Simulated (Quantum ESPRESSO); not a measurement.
# C in Quantum ESPRESSO: notebook, part 2 of 2

Quantum ESPRESSO 7.5. Earlier steps stand in the parts before.

## (3) Wannier functions, LDA

pw.in

```
&CONTROL
  calculation = 'scf'
  prefix = 'pwscf'
  outdir = './tmp'
  pseudo_dir = './pseudo'
  tprnfor = .true.
  tstress = .true.
  disk_io = 'low'
/
&SYSTEM
  ibrav = 0
  celldm(1) = 8
  nat = 4
  ntyp = 1
  ecutwfc = 82
  nbnd = 14
  occupations = 'smearing'
  smearing = 'fd'
  degauss = 0.00367493
/
&ELECTRONS
  conv_thr = 8d-10
  electron_maxstep = 120
  mixing_beta = 0.5
/
ATOMIC_SPECIES
C     12.0110 C.upf
CELL_PARAMETERS alat
  0.5801996607641   0.0000000000000   0.0000000000000
 -0.2900998303820   0.5024676454959   0.0000000000000
  0.0000000000000   0.0000000000000   5.7008218776838
ATOMIC_POSITIONS crystal
C      0.6666666667    0.3333333333    0.5704754400
C      0.3333333333    0.6666666667    0.4295245600
C      0.0000000000    0.0000000000    0.4295312300
C      0.0000000000    0.0000000000    0.5704687700
K_POINTS automatic
10 10 2 0 0 0
```

nscf.in is that of step 2.

pw2wan.in

```
&INPUTPP
  prefix = 'pwscf'
  outdir = './tmp'
  seedname = 'w'
  write_mmn = .true.
  write_amn = .true.
/
```

bands.in is that of step 2.

Changes to w.win since step 2:

```diff
@@ -3,3 +3,3 @@
 guiding_centres = true
-dis_froz_max = 2.5
+dis_froz_max = 1.5
 dis_num_iter = 600
@@ -7,3 +7,3 @@
 dis_conv_tol = 1.0d-9
-num_iter = 1200
+num_iter = 0
 search_shells = 100
```

Potentials or basis: PseudoDojo 0.4.1 SR LDA standard.

Run with:

```
$ OMP_NUM_THREADS=1 pw.x -in pw.in > pw.out
$ OMP_NUM_THREADS=1 pw.x -in nscf.in > nscf.out
$ wannier90.x -pp w
$ OMP_NUM_THREADS=1 pw2wannier90.x -in pw2wan.in > pw2wan.out
$ wannier90.x w
$ OMP_NUM_THREADS=1 pw.x -in bands.in > bands.out
```

pw.out:

```text
This program is part of the open-source Quantum ESPRESSO suite
     for quantum simulation of materials; please cite
[... 9 lines left out ...]
     --------------------
     sticks:   dense  smooth     PW     G-vecs:    dense   smooth      PW
     Sum         499     499    151                85517    85517   13997

     Using Slab Decomposition

     bravais-lattice index     =            0
     lattice parameter (alat)  =       8.0000  a.u.
     unit-cell volume          =     850.9284 (a.u.)^3
     number of atoms/cell      =            4
     number of atomic types    =            1
     number of electrons       =        16.00
     number of Kohn-Sham states=           14
     kinetic-energy cutoff     =      82.0000  Ry
     charge density cutoff     =     328.0000  Ry
     scf convergence threshold =      8.0E-10
     mixing beta               =       0.5000
     number of iterations used =            8  plain     mixing
     Exchange-correlation= SLA  PW   NOGX NOGC
                           (   1   4   0   0   0   0   0)

[... 205 lines left out ...]
          k = 0.1724 0.2985 0.0000 ( 10707 PWs)   bands (ev):
[... 76 lines left out ...]
   -14.8120 -14.7284 -13.0921 -13.0516 -11.6434 -11.6177  -2.6668  -2.1607
    -0.5042  -0.1941   9.1047   9.1326  10.2542  11.4387

     the Fermi energy is    -1.3324 ev

!    total energy              =     -48.25087208 Ry
     estimated scf accuracy    <          3.2E-10 Ry
     smearing contrib. (-TS)   =      -0.00000000 Ry
     internal energy E=F+TS    =     -48.25087208 Ry

     The total energy is F=E-TS. E is the sum of the following terms:
     one-electron contribution =    -744.56297171 Ry
     hartree contribution      =     375.52908020 Ry
     xc contribution           =     -17.11685634 Ry
     ewald contribution        =     337.89987577 Ry

     convergence has been achieved in   9 iterations

     Forces acting on atoms (cartesian axes, Ry/au):

     atom    1 type  1   force =    -0.00000000   -0.00000000   -0.00020783
     atom    2 type  1   force =     0.00000000    0.00000000    0.00020783
     atom    3 type  1   force =     0.00000000    0.00000000    0.00037814
     atom    4 type  1   force =     0.00000000    0.00000000   -0.00037814

     Total force =     0.000610     Total SCF correction =     0.000023

     Computing stress (Cartesian axis) and pressure

          total   stress  (Ry/bohr**3)                   (kbar)     P=       -8.11
  -0.00007894   0.00000000   0.00000000          -11.61        0.00        0.00
   0.00000000  -0.00007894   0.00000000            0.00      -11.61        0.00
   0.00000000   0.00000000  -0.00000745            0.00        0.00       -1.10

=------------------------------------------------------------------------------=
   JOB DONE.
=------------------------------------------------------------------------------=
```

nscf.out:

```text
This program is part of the open-source Quantum ESPRESSO suite
     for quantum simulation of materials; please cite
         "P. Giannozzi et al., J. Phys.:Condens. Matter 21 395502 (2009);
         "P. Giannozzi et al., J. Phys.:Condens. Matter 29 465901 (2017);
         "P. Giannozzi et al., J. Chem. Phys. 152 154105 (2020);
     in publications or presentations arising from this work. More details at

[... 462 lines left out ...]
     7.7113   8.2483   8.3546   9.3126  10.0550  10.1171  10.2815  12.1102
    13.5111  14.8373

     the Fermi energy is    -1.3649 ev
     (compare with:    -1.3324 eV, computed in scf)

=------------------------------------------------------------------------------=
   JOB DONE.
=------------------------------------------------------------------------------=
```

w-pp.out:

```text
b_k Directions (Ang^-1)                          |
 |                           -----------------------                          |
 |            No.           x           y           z                         |
 |            ---        --------------------------------                     |
 |             1         0.000000    0.000000    0.260346                     |
 |             2         0.000000    0.421971    0.000000                     |
 |             3         0.365438    0.210985    0.000000                     |
 |             4         0.365438   -0.210985    0.000000                     |
 +----------------------------------------------------------------------------+

 Time to get kmesh              0.025 (sec)
 *============================================================================*
 |                              MEMORY ESTIMATE                               |
 *============================================================================*
 |                        Disentanglement            6.44 Mb                  |
 |                            Wannierise:            4.44 Mb                  |
 |                          plot_wannier:            4.44 Mb                  |
 *----------------------------------------------------------------------------*

 Starting a new Wannier90 calculation ...

 Time to write kmesh            0.029 (sec)

 Exiting... w.nnkp written.
```

It took 4.9 min on 1 thread of AMD EPYC 9R45 (Zen 5), shared host; peak memory 0.3 GiB.

Results:

- Free energy: -656.4866 eV
- Largest force: 0.010 eV/Å
- Band gap along the path: none (metal or under the smearing width)
- Total Wannier spread: 66.31 Å² over 16 functions
- RMS miss of the Wannier bands: 0.151 eV

Forces in eV/Å, atoms in the order of the input:
```
C    0.000  0.000 -0.005
C    0.000  0.000  0.005
C    0.000  0.000  0.010
C    0.000  0.000 -0.010
```

Levels at the corners of the path, in eV from the Fermi level:
```tsv
point	band 5	band 6	band 7	band 8	band 9	band 10	band 11	band 12
Γ	-3.05	-3.05	-3.04	-3.04	3.43	3.96	4.63	5.28
M	-6.49	-6.46	-2.61	-2.27	1.46	1.81	7.52	7.71
K	-10.72	-10.72	-0.36	-0.04	-0.04	0.28	10.31	10.31
Γ	-3.05	-3.05	-3.04	-3.04	3.43	3.96	4.63	5.28
A	-3.05	-3.05	-3.04	-3.04	3.43	3.95	4.71	5.03
L	-6.49	-6.46	-2.61	-2.27	1.46	1.81	7.52	7.71
H	-10.72	-10.72	-0.36	-0.04	-0.04	0.28	10.31	10.31
A	-3.05	-3.05	-3.04	-3.04	3.43	3.95	4.71	5.03
L	-6.49	-6.46	-2.61	-2.27	1.46	1.81	7.52	7.71
M	-6.49	-6.46	-2.61	-2.27	1.46	1.81	7.52	7.71
K	-10.72	-10.72	-0.36	-0.04	-0.04	0.28	10.31	10.31
H	-10.72	-10.72	-0.36	-0.04	-0.04	0.28	10.31	10.31
```

Wannier functions:
```
function  nearest atom  distance (Å)  spread (Å²)  on-site energy from the reference level (eV)
       1           1 C          0.37         4.67                                         -0.43
       2           1 C          0.01         0.91                                          0.35
       3           1 C          0.33         5.56                                          0.37
       4           1 C          0.34         5.46                                          0.47
       5           2 C          0.40         4.47                                         -0.32
       6           2 C          0.01         0.90                                          0.36
       7           2 C          0.34         5.67                                          0.48
       8           2 C          0.30         5.47                                          0.50
       9           3 C          0.34         4.48                                         -0.59
      10           3 C          0.01         0.92                                          0.36
      11           3 C          0.24         5.52                                          0.22
      12           3 C          0.24         5.68                                          0.27
      13           4 C          0.35         4.65                                         -0.44
      14           4 C          0.01         0.93                                          0.35
      15           4 C          0.31         5.43                                          0.25
      16           4 C          0.29         5.58                                          0.36
```

Parts of the spread (Å²): invariant 19.11, diagonal 3.699, off-diagonal 43.50, total 66.31. Against the direct bands the interpolation misses by 151 meV (root mean square) and 721 meV at most, for states up to 1 eV over the reference level.
